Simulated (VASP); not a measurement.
## TlBr: relaxation of cell and atoms with PBE+D3(BJ)

TlBr:

```
CELL_PARAMETERS angstrom
3.97000 0.00000 0.00000
0.00000 3.97000 0.00000
0.00000 0.00000 3.97000
ATOMIC_POSITIONS crystal
Tl 0.00000 0.00000 0.00000
Br 0.50000 0.50000 0.50000
```

```json
{"Program": "VASP 6.6.1", "Task": "relaxation of cell and atoms", "Functional": "PBE", "Dispersion": "D3(BJ)", "Potentials or basis": "VASP PAW PBE potentials, release 64 (Tl_d, Br)", "Cutoff": "600 eV", "k mesh": "8 × 8 × 8", "Occupations": "gaussian, width 0.02 eV", "Spin": "no spin polarisation", "Dipole correction": "no", "Further INCAR settings": "ALGO = Fast; EDIFF = 1e-06; IBRION = 2; EDIFFG = -0.02; NSW = 70; ISIF = 3"}
```

```
Relaxed volume                         : 31.39 Å³/atom
Relaxed cell                           : a = 3.974 Å, b = 3.974 Å, c = 3.974 Å, α = 90.00°, β = 90.00°, γ = 90.00°
Space group after relaxing (to 0.05 Å) : Pm-3m (No. 221)
Energy gained by relaxing              : 0.1 meV/atom
Ionic steps                            : 2
Pressure after relaxing                : 0.1 GPa
Band gap on the k mesh                 : 1.85 eV, direct
Dispersion energy per atom             : -0.275 eV
```

The path:
```
step  energy change (eV)  largest force (eV/Å)  pressure (GPa)  volume (Å³)
   1              0.0000                0.0000            0.11        62.57
   2             -0.0001                0.0000            0.05        62.77
```

Final structure:
```
CELL_PARAMETERS angstrom
3.97428 0.00000 0.00000
0.00000 3.97428 0.00000
0.00000 0.00000 3.97428
ATOMIC_POSITIONS crystal
Tl 0.00000 0.00000 0.00000
Br 0.50000 0.50000 0.50000
```

Levels at points of the mesh, in eV from the valence-band top:
```tsv
k point	band 7	band 8	band 9	band 10	band 11	band 12	band 13	band 14
(0.00, 0.00, 0.00)	-4.66	-1.32	-1.32	-1.32	7.00	7.00	7.24	7.24
(0.50, 0.00, 0.00)	-5.56	-0.82	-0.82	0.00	1.85	5.77	5.77	7.99
(0.50, 0.50, 0.00)	-3.76	-2.96	-2.96	-0.73	4.88	4.88	7.40	7.69
(0.50, 0.50, 0.50)	-2.75	-1.94	-1.94	-1.94	2.13	2.13	2.13	12.85
```

Wall time 21 s on 1 thread of Intel(R) Xeon(R) Platinum 8488C (Sapphire Rapids), on a shared host, peak memory 0.21 GiB.

Caveat: spin-orbit coupling is left out, which as a rule narrows the gap of such compounds by several tenths of an eV. A k mesh can miss the band edges.
